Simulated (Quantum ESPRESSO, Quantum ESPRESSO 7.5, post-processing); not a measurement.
# AlN/Al(1-x)Ga(x)N (10-10) interfaces, on the lattice of AlN: a series in the share x of Ga

Aim: how the results for AlN/Al(1-x)Ga(x)N (10-10) interfaces, on the lattice of AlN change with the share x of Ga.

Calculated with Quantum ESPRESSO 7.5; plane-wave DFT, LDA, GBRV ultrasoft pseudopotentials.

Report form: the programs' logs are mostly left out.

## (1) The structure

Symmetry: P6_3mc, No. 186, hexagonal system. The conventional cell has a = 3.074 Å, b = 3.074 Å, c = 4.930 Å, α = 90.00°, β = 90.00°, γ = 120.00°. Al has 4 N at 1.87 to 1.88 Å nearest. Nearest to N lie 4 Al at 1.87 to 1.88 Å. Farther neighbours and most contacts between anions are not listed.

Set-up: Each bulk cell keeps the common in-plane lattice and relaxes along the normal and in its atoms; the superlattice is stacked from these relaxed cells and held, so that both halves are the crystals whose edges are computed. Edges are hung on the mean electrostatic potential over one period in the middle of each half. Fermi-Dirac smearing of 0.002 Ry; edges are taken by band count, which loses its meaning where this level closes a crystal's gap. The alloys are ordered cells with 4 sites.

## (2) Relaxing cell and ions of the reference

The bulk crystal is relaxed in cell and atoms; the members are built on its lattice constants.

ref.vc.in reads:

```
&control
  prefix = 'ref.vc'
  outdir = './out'
  pseudo_dir = './pseudo'
  nstep = 40
  forc_conv_thr = 0.001
  calculation = 'vc-relax'
/
&system
  ibrav = 0
  nat = 8
  ntyp = 2
  ecutwfc = 48
  ecutrho = 240
  occupations = 'smearing'
  smearing = 'fd'
  degauss = 0.002
/
&electrons
  conv_thr = 1e-09
  mixing_beta = 0.4
  electron_maxstep = 120
/
&ions
/
&cell
  press_conv_thr = 0.3
/
ATOMIC_SPECIES
  Al  26.9815  al_lda_v1.uspp.F.UPF
  N   14.0070  n_lda_v1.2.uspp.F.UPF
CELL_PARAMETERS angstrom
  3.07366000000000 0.00000000000000 0.00000000000000
  0.00000000000000 4.92964000000000 0.00000000000000
  0.00000000000000 0.00000000000000 5.32373528519215
ATOMIC_POSITIONS crystal
  Al  0.500000000000 0.500000000000 0.166666666700
  N   0.500000000000 0.882000000000 0.166666666700
  Al  0.000000000000 0.000000000000 0.333333333300
  N   0.000000000000 0.382000000000 0.333333333300
  Al  0.000000000000 0.500000000000 0.666666666700
  N   0.000000000000 0.882000000000 0.666666666700
  Al  0.500000000000 0.000000000000 0.833333333300
  N   0.500000000000 0.382000000000 0.833333333300
K_POINTS automatic
  10 6 6 0 0 0
```

Started as:

```bash
$ OMP_NUM_THREADS=1 mpirun -n 4 pw.x -nk 4 -in ref.vc.in > ref.vc.out
```

The job ended after 1.8 min (4 MPI ranks of Arm Neoverse V2, shared host; peak memory 0.4 GiB).

The steps of the relaxation:

| step | energy less that of the first step (eV) | largest force (eV/Å) | volume (Å³) |
| --- | --- | --- | --- |
| 1 | 0.0000 | 0.0303 | 80.67 |
| 2 | -0.0156 | 0.0030 | 82.18 |
| 3 | -0.0158 | 0.0014 | 82.03 |
| 4 | -0.0168 | 0.0015 | 82.03 |

| cell as run | before | after | change |
| --- | --- | --- | --- |
| a (Å) | 3.074 | 3.092 | +0.6 % |
| b (Å) | 4.930 | 4.952 | +0.5 % |
| c (Å) | 5.324 | 5.356 | +0.6 % |
| volume (Å³/atom) | 10.08 | 10.25 | +1.7 % |

 The last row is no step: it is a fresh SCF in the final cell with a new plane-wave basis, -1 meV from the row before.

This step gave:

```
free energy  : -1470.6847 eV
Fermi energy : 9.563 eV
```

## (3) SCF with pw.x of the reference

A bulk run at that cell gives the reference energy and levels.

ref.bulk.in reads:

```
&control
  prefix = 'ref.bulk'
  outdir = './out'
  pseudo_dir = './pseudo'
  calculation = 'scf'
  tprnfor = .true.
/
&system
  ibrav = 0
  nat = 8
  ntyp = 2
  ecutwfc = 40
  ecutrho = 200
  occupations = 'smearing'
  smearing = 'fd'
  degauss = 0.002
  nbnd = 20
/
&electrons
  conv_thr = 1e-09
  mixing_beta = 0.4
  electron_maxstep = 120
/
ATOMIC_SPECIES
  Al  26.9815  al_lda_v1.uspp.F.UPF
  N   14.0070  n_lda_v1.2.uspp.F.UPF
CELL_PARAMETERS angstrom
  3.09241662500000 0.00000000000000 0.00000000000000
  0.00000000000000 4.95246770000000 -0.00000107500000
  0.00000000000000 -0.00000116000000 5.35621903900000
ATOMIC_POSITIONS crystal
  Al  0.500000000000 0.500114910800 0.166667189100
  N   0.500000000000 0.881885129000 0.166666839200
  Al  0.000000000000 0.000115037000 0.333332673200
  N   0.000000000000 0.381884923800 0.333333298700
  Al  0.000000000000 0.500114911100 0.666667188000
  N   0.000000000000 0.881885128700 0.666666838400
  Al  0.500000000000 0.000115036100 0.833332673900
  N   0.500000000000 0.381884923300 0.833333299600
K_POINTS automatic
  10 6 6 0 0 0
```

Started as:

```bash
$ OMP_NUM_THREADS=1 mpirun -n 4 pw.x -nk 4 -in ref.bulk.in > ref.bulk.out
```

Run time: 24 s. Hardware: 4 MPI ranks; peak memory 0.33 GiB; 98 s of CPU time.

Read from the output:

| Item | Value |
| --- | --- |
| free energy | -1470.6784 eV |
| Fermi energy | 9.564 eV |
| valence top, on the run's zero | 7.041 eV |
| conduction bottom, on the run's zero | 11.40 eV |
| gap by band count | 4.355 eV |

## (4) Electrostatic potential of the reference

plot_num = 11 writes the bare and Hartree potential, from which vacuum levels or, in a crystal, the mean potential are read.

ref.bulk.pot.in reads:

```
&inputpp
  prefix = 'ref.bulk'
  outdir = './out'
  filplot = 'ref.bulk.pot.dat'
  plot_num = 11
/
```

Started as:

```bash
$ OMP_NUM_THREADS=1 mpirun -n 4 pp.x -in ref.bulk.pot.in > ref.bulk.pot.out
```

It took 0.7 s on 4 MPI ranks; peak memory 0.09 GiB; 2.4 s of CPU time.

Electrostatic potential energy of an electron; zero at the highest filled level of the SCF mesh. The potential energy, planar mean by z:

z (Å), potential energy, planar mean (eV) and a bar from the least value:
```
     0.00        1.1 ##############################
     0.12        0.9 #############################
     0.24        0.0 ###########################
     0.48       -3.5 ##################
     0.60       -5.9 ############
     0.71       -8.1 ######
     0.83       -9.7 ##
     0.95      -10.3 
     1.19       -9.3 ##
     1.31       -8.9 ####
     1.43       -9.0 ###
     1.55       -9.7 ##
     1.67      -10.2 
     1.79      -10.1 
     2.02       -7.1 ########
     2.14       -4.7 ###############
     2.26       -2.4 #####################
     2.38       -0.7 #########################
     2.50        0.5 ############################
     2.74        1.1 ##############################
     2.86        0.5 ############################
     2.98       -0.7 #########################
     3.09       -2.4 #####################
     3.21       -4.7 ###############
     3.45       -9.0 ###
     3.57      -10.1 
     3.69      -10.2 
     3.81       -9.7 ##
     3.93       -9.0 ###
     4.05       -8.9 ####
     4.28      -10.0 #
     4.40      -10.3 
     4.52       -9.7 ##
     4.64       -8.1 ######
     4.76       -5.9 ############
     5.00       -1.5 #######################
     5.12        0.0 ###########################
     5.24        0.9 #############################
```

## (5) Relaxing cell and ions, 0.25

What the set-up leaves free in this member is relaxed.

System of this step: Al(1-x)Ga(x)N, x = 1/4, ordered (10-10) cell. Symmetry: Pm, No. 6, monoclinic system. The conventional cell has a = 4.952 Å, b = 3.092 Å, c = 5.356 Å, α = 90.00°, β = 90.00°, γ = 90.00°. Nearest to Ga lie 4 N at 1.88 to 1.89 Å. Nearest to N lie 3 Al at 1.88 Å and 1 Ga at 1.89 Å. Nearest to Al lie 4 N at 1.88 to 1.89 Å. Nearest to N lie 2 Al at 1.88 to 1.89 Å and 2 Ga at 1.88 Å. Nearest to N lie 4 Al at 1.88 to 1.89 Å. Farther neighbours and most contacts between anions are not listed.

m0.relax.in reads:

```
&control
  prefix = 'm0.relax'
  outdir = './out'
  pseudo_dir = './pseudo'
  nstep = 70
  forc_conv_thr = 0.0004
  calculation = 'vc-relax'
/
&system
  ibrav = 0
  nat = 8
  ntyp = 3
  ecutwfc = 48
  ecutrho = 240
  occupations = 'smearing'
  smearing = 'fd'
  degauss = 0.002
/
&electrons
  conv_thr = 1e-09
  mixing_beta = 0.4
  electron_maxstep = 120
/
&ions
/
&cell
  cell_dofree = 'z'
  press_conv_thr = 0.4
/
ATOMIC_SPECIES
  Ga  69.7230  ga_lda_v1.4.uspp.F.UPF
  N   14.0070  n_lda_v1.2.uspp.F.UPF
  Al  26.9815  al_lda_v1.uspp.F.UPF
CELL_PARAMETERS angstrom
  3.09241662500000 0.00000000000000 0.00000000000000
  0.00000000000000 4.95246770000012 0.00000000000000
  0.00000000000000 0.00000000000000 5.35621903900013
ATOMIC_POSITIONS crystal
  Ga  0.500000000000 0.500000000000 0.166666666700
  N   0.500000000000 0.882000000000 0.166666666700
  Al  0.000000000000 0.000000000000 0.333333333300
  N   0.000000000000 0.382000000000 0.333333333300
  Al  0.000000000000 0.500000000000 0.666666666700
  N   0.000000000000 0.882000000000 0.666666666700
  Al  0.500000000000 0.000000000000 0.833333333300
  N   0.500000000000 0.382000000000 0.833333333300
K_POINTS automatic
  5 3 3 0 0 0
```

Started as:

```bash
$ OMP_NUM_THREADS=1 mpirun -n 4 pw.x -nk 2 -in m0.relax.in > m0.relax.out
```

Run time: 50 s. Hardware: 4 MPI ranks; peak memory 0.37 GiB; 3.3 min of CPU time.

Relaxation path:

| step | energy less that of the first step (eV) | largest force (eV/Å) | volume (Å³) |
| --- | --- | --- | --- |
| 1 | 0.0000 | 1.2044 | 82.03 |
| 2 | -0.0591 | 0.5362 | 82.62 |
| 3 | -0.0742 | 0.1240 | 82.77 |
| 4 | -0.0751 | 0.0535 | 82.78 |
| 5 | -0.0754 | 0.0235 | 82.77 |
| 6 | -0.0754 | 0.0162 | 82.77 |
| 7 | -0.0755 | 0.0111 | 82.77 |
| 8 | -0.0755 | 0.0091 | 82.77 |
| 9 | -0.0765 | 0.0092 | 82.77 |

| cell as run | before | after | change |
| --- | --- | --- | --- |
| a (Å) | 3.092 | 3.092 | -0.0 % |
| b (Å) | 4.952 | 4.952 | -0.0 % |
| c (Å) | 5.356 | 5.405 | +0.9 % |
| volume (Å³/atom) | 10.25 | 10.35 | +0.9 % |

The atoms that moved most (Å, as changes of fractional coordinates times the final cell):

| atom | dx | dy | dz | length |
| --- | --- | --- | --- | --- |
| N4 | 0.000 | -0.022 | 0.040 | 0.046 |
| N2 | 0.000 | 0.044 | -0.007 | 0.045 |
| N8 | 0.000 | -0.013 | -0.032 | 0.035 |
| Al3 | 0.000 | -0.003 | 0.010 | 0.010 |
| N6 | 0.000 | -0.009 | -0.001 | 0.010 |
| Al7 | 0.000 | -0.003 | -0.007 | 0.007 |
| Ga1 | 0.000 | 0.004 | -0.005 | 0.007 |

Final coordinates:

```cif
data_structure
_symmetry_space_group_name_H-M 'P 1'
_symmetry_Int_Tables_number 1
_cell_length_a 3.0924
_cell_length_b 4.9525
_cell_length_c 5.4046
_cell_angle_alpha 90.000
_cell_angle_beta 90.000
_cell_angle_gamma 90.000
_cell_volume 82.77
loop_
_atom_site_label
_atom_site_type_symbol
_atom_site_fract_x
_atom_site_fract_y
_atom_site_fract_z
_atom_site_occupancy
Ga1 Ga 0.50000 0.50085 0.16569 1
N2 N 0.50000 0.89094 0.16543 1
Al3 Al 0.00000 0.99942 0.33520 1
N4 N 0.00000 0.37759 0.34077 1
Al5 Al 0.00000 0.50024 0.66701 1
N6 N 0.00000 0.88009 0.66642 1
Al7 Al 0.50000 0.99947 0.83212 1
N8 N 0.50000 0.37939 0.82735 1
```

 The last row is no step: it is a fresh SCF in the final cell with a new plane-wave basis, -1 meV from the row before.

Numbers from this step:

- free energy: -7024.3723 eV
- Fermi energy: 10.80 eV

## (6) SCF with pw.x, 0.25

m0.bulk.in reads:

```
&control
  prefix = 'm0.bulk'
  outdir = './out'
  pseudo_dir = './pseudo'
  calculation = 'scf'
  tprnfor = .true.
/
&system
  ibrav = 0
  nat = 8
  ntyp = 3
  ecutwfc = 40
  ecutrho = 200
  occupations = 'smearing'
  smearing = 'fd'
  degauss = 0.002
  nbnd = 28
/
&electrons
  conv_thr = 1e-09
  mixing_beta = 0.4
  electron_maxstep = 120
/
ATOMIC_SPECIES
  Ga  69.7230  ga_lda_v1.4.uspp.F.UPF
  N   14.0070  n_lda_v1.2.uspp.F.UPF
  Al  26.9815  al_lda_v1.uspp.F.UPF
CELL_PARAMETERS angstrom
  3.09241662500000 0.00000000000000 0.00000000000000
  0.00000000000000 4.95246770000000 0.00000000000000
  0.00000000000000 0.00000000000000 5.40461714800000
ATOMIC_POSITIONS crystal
  Ga  0.500000000000 0.500851409800 0.165691028100
  N   0.500000000000 0.890940679900 0.165434471100
  Al  0.000000000000 -0.000578431700 0.335197388300
  N   0.000000000000 0.377593749700 0.340772363000
  Al  0.000000000000 0.500243656600 0.667011842600
  N   0.000000000000 0.880088188800 0.666422993100
  Al  0.500000000000 -0.000529849700 0.832119660500
  N   0.500000000000 0.379390596600 0.827350253300
K_POINTS automatic
  10 6 6 0 0 0
```

Started as:

```bash
$ OMP_NUM_THREADS=1 mpirun -n 4 pw.x -nk 4 -in m0.bulk.in > m0.bulk.out
```

The job ended after 31 s (4 MPI ranks; peak memory 0.44 GiB).

This step gave:

- free energy: -7024.3439 eV
- Fermi energy: 10.16 eV
- valence top, on the run's zero: 8.242 eV
- conduction bottom, on the run's zero: 12.00 eV
- gap by band count: 3.761 eV

## (7) Potential by pp.x, 0.25

m0.bulk.pot.in reads:

```
&inputpp
  prefix = 'm0.bulk'
  outdir = './out'
  filplot = 'm0.bulk.pot.dat'
  plot_num = 11
/
```

Started as:

```bash
$ OMP_NUM_THREADS=1 mpirun -n 4 pp.x -in m0.bulk.pot.in > m0.bulk.pot.out
```

Run time: 0.8 s. Hardware: 4 MPI ranks; peak memory 0.09 GiB.

Electrostatic potential energy of an electron; zero at the highest filled level of the SCF mesh. The potential energy, planar mean by z:

| z (Å) | potential energy, planar mean (eV) |
| --- | --- |
| 0.00 | 1.11 |
| 0.12 | 0.711 |
| 0.24 | -0.357 |
| 0.48 | -4.27 |
| 0.60 | -6.74 |
| 0.72 | -8.95 |
| 0.84 | -10.4 |
| 0.96 | -10.9 |
| 1.20 | -9.81 |
| 1.32 | -9.11 |
| 1.44 | -9.02 |
| 1.56 | -9.51 |
| 1.68 | -10.1 |
| 1.80 | -10.2 |
| 2.04 | -7.59 |
| 2.16 | -5.24 |
| 2.28 | -2.87 |
| 2.40 | -0.977 |
| 2.52 | 0.285 |
| 2.76 | 0.984 |
| 2.88 | 0.440 |
| 3.00 | -0.701 |
| 3.12 | -2.44 |
| 3.24 | -4.73 |
| 3.48 | -9.13 |
| 3.60 | -10.3 |
| 3.72 | -10.4 |
| 3.84 | -9.90 |
| 3.96 | -9.31 |
| 4.08 | -9.25 |
| 4.32 | -10.4 |
| 4.44 | -10.5 |
| 4.56 | -9.68 |
| 4.68 | -7.94 |
| 4.80 | -5.62 |
| 5.04 | -1.33 |
| 5.16 | 0.0429 |
| 5.28 | 0.871 |

## (8) Ground state, 0.25

The self-consistent run of this member.

System of this step: AlN/Al(1-x)Ga(x)N (10-10) superlattice, x = 1/4. The cell holds 32 atoms: 14 Al, 16 N and 2 Ga. Its edges and angles: a = 3.092 Å, b = 4.952 Å, c = 21.522 Å, α = 90.0°, β = 90.0°, γ = 90.0°. The structure's axis is c.

m0.scf.in reads:

```
&control
  prefix = 'm0.scf'
  outdir = './out'
  pseudo_dir = './pseudo'
  calculation = 'scf'
  tprnfor = .true.
/
&system
  ibrav = 0
  nat = 32
  ntyp = 3
  ecutwfc = 40
  ecutrho = 200
  occupations = 'smearing'
  smearing = 'fd'
  degauss = 0.002
/
&electrons
  conv_thr = 1e-08
  mixing_beta = 0.4
  electron_maxstep = 160
  mixing_mode = 'TF'
  mixing_ndim = 12
/
ATOMIC_SPECIES
  Al  26.9815  al_lda_v1.uspp.F.UPF
  N   14.0070  n_lda_v1.2.uspp.F.UPF
  Ga  69.7230  ga_lda_v1.4.uspp.F.UPF
CELL_PARAMETERS angstrom
  3.09241662500000 0.00000000000000 0.00000000000000
  0.00000000000000 4.95246770000000 -0.00000107500000
  0.00000000000000 0.00000000000000 21.52167237400000
ATOMIC_POSITIONS crystal
  Al  0.500000000000 0.500114910800 0.000000000000
  N   0.500000000000 0.881885129000 -0.000000087082
  Al  0.000000000000 0.000115037000 0.041478971688
  N   0.000000000000 0.381884923800 0.041479127360
  Al  0.000000000000 0.500114911100 0.124437797726
  N   0.000000000000 0.881885128700 0.124437710719
  Al  0.500000000000 0.000115036100 0.165916769862
  N   0.500000000000 0.381884923300 0.165916925584
[... 20 atom lines left out ...]
  Al  0.000000000000 0.500243656600 0.874769486754
  N   0.000000000000 0.880088188800 0.874621612274
  Al  0.500000000000 -0.000529849700 0.916232089120
  N   0.500000000000 0.379390596600 0.915034374580
K_POINTS automatic
  6 5 1 0 0 0
```

Started as:

```bash
$ OMP_NUM_THREADS=1 mpirun -n 4 pw.x -nk 2 -in m0.scf.in > m0.scf.out
```

Elapsed: 3.3 min, on 4 MPI ranks; peak memory 0.98 GiB.

This step gave:

```
free energy  : -16990.0016 eV
Fermi energy : 9.551 eV
```

## (9) Electrostatic potential, 0.25

m0.pot.in reads:

```
&inputpp
  prefix = 'm0.scf'
  outdir = './out'
  filplot = 'm0.pot.dat'
  plot_num = 11
/
```

Started as:

```bash
$ OMP_NUM_THREADS=1 mpirun -n 4 pp.x -in m0.pot.in > m0.pot.out
```

Wall time 0.97 s (4 MPI ranks); peak memory 0.14 GiB; 3.5 s of CPU time.

The potential energy, planar mean oscillates, so the rows of the table below give means over windows of 1.35 Å about each position, cut where the curve ends. Its first 14 maxima inside the range that stand out by 2 % of the span (Å: eV): 0.4: -10.9, 1.8: -0.925, 3.1: -10.9, 4.5: -0.927, 5.8: -10.9, 7.2: -0.932, 8.5: -10.9, 9.9: -0.864, 11.2: -10.7, 12.6: -0.718, 13.9: -11.0, 15.2: -0.662, 16.6: -10.7, 17.9: -0.719. Its first 14 minima: 0.8: -12.3, 2.8: -12.3, 3.5: -12.3, 5.4: -12.3, 6.2: -12.3, 8.1: -12.3, 8.9: -12.3, 10.8: -12.7, 11.5: -11.9, 13.5: -12.1, 14.2: -12.3, 16.1: -12.6, 16.9: -11.9, 18.9: -12.2.

Electrostatic potential energy of an electron; zero at the Fermi level. Table of potential energy, planar mean by z; means over each step:

z (Å), potential energy, planar mean (eV) and a bar from the least value:
```
     0.68      -10.8 
     2.03       -4.7 ##########################
     3.38      -10.7 #
     4.73       -4.8 ##########################
     6.08      -10.5 #
     7.43       -5.0 #########################
     8.78      -10.4 ##
    10.13       -5.3 ########################
    11.48      -10.3 ##
    12.83       -4.9 #########################
    14.18      -10.2 ###
    15.53       -5.1 ########################
    16.88      -10.3 ##
    18.23       -4.8 #########################
    19.58      -10.2 ##
    20.93       -3.8 ##############################
```

## (10) The line-up

Bulk edges are hung on the mean potential of each side.

This step gave:

- mean potential in the stack, first crystal: 1.842 eV
- valence top over the bulk's mean potential, first crystal: 5.643 eV
- conduction bottom over the bulk's mean potential, first crystal: 9.998 eV
- slope of the running mean in the stack, first crystal: 0.002218 eV/Å
- period along the stack, first crystal: 5.356 Å
- mean potential in the stack, second crystal: 1.928 eV
- valence top over the bulk's mean potential, second crystal: 5.878 eV
- conduction bottom over the bulk's mean potential, second crystal: 9.639 eV
- slope of the running mean in the stack, second crystal: -0.002288 eV/Å
- period along the stack, second crystal: 5.405 Å

## (11) Variable-cell relaxation, 0.5

System of this step: Al(1-x)Ga(x)N, x = 2/4, ordered (10-10) cell. The structure is trigonal, space group P3m1 (No. 156). Conventional cell: a = 3.092 Å, b = 3.092 Å, c = 4.952 Å, α = 90.00°, β = 90.00°, γ = 120.00°. Nearest to Ga lie 4 N at 1.88 to 1.89 Å. N has 3 Al at 1.88 Å and 1 Ga at 1.89 Å nearest. Nearest to Al lie 4 N at 1.88 to 1.89 Å. N has 3 Ga at 1.88 Å and 1 Al at 1.89 Å nearest. Farther neighbours and most contacts between anions are not listed.

m1.relax.in reads:

```
&control
  prefix = 'm1.relax'
  outdir = './out'
  pseudo_dir = './pseudo'
  nstep = 70
  forc_conv_thr = 0.0004
  calculation = 'vc-relax'
/
&system
  ibrav = 0
  nat = 8
  ntyp = 3
  ecutwfc = 48
  ecutrho = 240
  occupations = 'smearing'
  smearing = 'fd'
  degauss = 0.002
/
&electrons
  conv_thr = 1e-09
  mixing_beta = 0.4
  electron_maxstep = 120
/
&ions
/
&cell
  cell_dofree = 'z'
  press_conv_thr = 0.4
/
ATOMIC_SPECIES
  Ga  69.7230  ga_lda_v1.4.uspp.F.UPF
  N   14.0070  n_lda_v1.2.uspp.F.UPF
  Al  26.9815  al_lda_v1.uspp.F.UPF
CELL_PARAMETERS angstrom
  3.09241662500000 0.00000000000000 0.00000000000000
  0.00000000000000 4.95246770000012 0.00000000000000
  0.00000000000000 0.00000000000000 5.35621903900013
ATOMIC_POSITIONS crystal
  Ga  0.500000000000 0.500000000000 0.166666666700
  N   0.500000000000 0.882000000000 0.166666666700
  Al  0.000000000000 0.000000000000 0.333333333300
  N   0.000000000000 0.382000000000 0.333333333300
  Ga  0.000000000000 0.500000000000 0.666666666700
  N   0.000000000000 0.882000000000 0.666666666700
  Al  0.500000000000 0.000000000000 0.833333333300
  N   0.500000000000 0.382000000000 0.833333333300
K_POINTS automatic
  5 3 3 0 0 0
```

Started as:

```bash
$ OMP_NUM_THREADS=1 mpirun -n 4 pw.x -nk 2 -in m1.relax.in > m1.relax.out
```

Run time: 58 s. Hardware: 4 MPI ranks; peak memory 0.38 GiB; 3.8 min of CPU time.

Step by step:

| step | energy less that of the first step (eV) | largest force (eV/Å) | volume (Å³) |
| --- | --- | --- | --- |
| 1 | 0.0000 | 1.0793 | 82.03 |
| 2 | -0.0939 | 0.4716 | 83.24 |
| 3 | -0.1110 | 0.1020 | 83.54 |
| 4 | -0.1119 | 0.0434 | 83.57 |
| 5 | -0.1120 | 0.0181 | 83.59 |
| 6 | -0.1121 | 0.0120 | 83.61 |
| 7 | -0.1160 | 0.0120 | 83.61 |

| cell as run | before | after | change |
| --- | --- | --- | --- |
| a (Å) | 3.092 | 3.092 | -0.0 % |
| b (Å) | 4.952 | 4.952 | -0.0 % |
| c (Å) | 5.356 | 5.459 | +1.9 % |
| volume (Å³/atom) | 10.25 | 10.45 | +1.9 % |

The atoms that moved most (Å, as changes of fractional coordinates times the final cell):

| atom | dx | dy | dz | length |
| --- | --- | --- | --- | --- |
| N2 | 0.000 | 0.037 | -0.008 | 0.037 |
| N6 | 0.000 | 0.037 | -0.008 | 0.037 |
| N8 | 0.000 | -0.034 | 0.009 | 0.035 |
| N4 | 0.000 | -0.034 | 0.009 | 0.035 |
| Al7 | 0.000 | -0.007 | 0.005 | 0.009 |
| Al3 | 0.000 | -0.007 | 0.005 | 0.009 |
| Ga1 | 0.000 | 0.004 | -0.006 | 0.008 |
| Ga5 | 0.000 | 0.004 | -0.006 | 0.008 |

 The last row is no step: it is a fresh SCF in the final cell with a new plane-wave basis, -4 meV from the row before.

Read from the output:

| Item | Value |
| --- | --- |
| free energy | -12578.0498 eV |
| Fermi energy | 10.11 eV |

(Part 1 of 2 ends here.)

[Logs are printed without paths, hosts, clocks, repeated set-up lines and the standing remarks that a program may print on its own settings, such as how far it seeks lower states.]

[Hosts, paths, dates, database ids (printed as entryN), source tags and the programs' standing remarks are cut or masked in the printed files.]

[Maps of the electrostatic potential energy from Ansatz leave out the sawtooth potential of an applied field or a dipole correction, so their vacuum need not be flat; planar profiles and work functions include it.]
